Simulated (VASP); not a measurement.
MoS2 under changes of volume

One of the cells (16.898 Å³/atom); the others are scaled copies at fixed shape and fractional positions:

```
Mo S
1.0
     1.56349    0.90268    5.98637
    -1.56349    0.90268    5.98637
     0.00000   -1.80536    5.98637
Mo S
1 2
Direct
  0.00009 0.00009 0.00009
  0.41990 0.41990 0.41990
  0.24701 0.24701 0.24701
```

Measurements of this composition are mostly on another form, of space group No. 194.

```yaml
Program: VASP 6.6.1
Functional: LDA
Potentials_or_basis: VASP PAW LDA potentials, release 64 (Mo_sv, S)
Cutoff: 520 eV
k_mesh: 8 × 8 × 8
Occupations: gaussian, width 0.02 eV
Spin: no spin polarisation
```

| volume (Å³/atom) | energy over the lowest point (meV/atom) | pressure (GPa) | gap on the mesh (eV) | largest force (eV/Å) |
| --- | --- | --- | --- | --- |
| 16.222 | 15.74 | 7.5 | 0.79 | 0.727 |
| 16.560 | 3.90 | 3.6 | 0.82 | 0.351 |
| 16.898 | 0.00 | 0.0 | 0.84 | 0.006 |
| 17.235 | ? | ? | ? | ? |
| 17.573 | 12.85 | -6.1 | 0.87 | 0.623 |

Problem. What does the run at 17.235 Å³/atom give?

Solution. Energy over the lowest point 3.22 meV/atom; pressure -3.2 GPa; gap on the mesh 0.85 eV; largest force 0.324 eV/Å.

Worked out: A Birch-Murnaghan fit of order 2 (a polynomial in V^(-2/3)) to the other rows has its minimum at 16.91 Å³/atom with B0 = V·E''(V) = 169 GPa at fixed shape and positions, which overstates the stiffness. It gives 3.19 meV/atom at 17.235 Å³/atom, against the run's 3.22, and -dE/dV = -3.1 GPa, against -3.2. A straight line through the other rows of the gap, of slope 0.975 eV per unit of ln V, gives 0.85 eV, against the run's 0.85.

Energies are extrapolated to zero smearing.

A mesh can miss the band edges. Spin-orbit coupling on Mo is left out.
